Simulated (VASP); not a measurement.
Here is a VASP 6.6.1 calculation.

Contents of INCAR:

```
ALGO = Normal ; EDIFF = 1E-7
ENCUT = 520 ; GGA = PE
ISIF = 2 ; ISMEAR = -1
IVDW = 202 ; LASPH = True
LCHARG = False ; LREAL = False
LWAVE = False ; NELM = 100
PREC = Accurate ; SIGMA = 0.05
```

Contents of KPOINTS:

```
k-points
0
Gamma
  16 16 1
```

POSCAR

```
C
1.0
    2.4610000000      0.0000000000      0.0000000000
   -1.2305000000      2.1312885187      0.0000000000
    0.0000000000      0.0000000000     16.0000000000
C
2
Direct
    0.0000000000      0.0000000000      0.5000000000
    0.3333333333      0.6666666667      0.5000000000
```

Potentials or basis: VASP PAW PBE potentials, release 64 (C).

Launch:

```console
$ cat potpaw_PBE.64/C/POTCAR > POTCAR
$ mpirun -np 1 vasp_std > vasp.out
```

(1) What does it give for the band gap on the k mesh?

(2) Estimate the dispersion energy per atom.

## Answers

(1) 1.24 eV, direct.

(2) -0.082 eV.
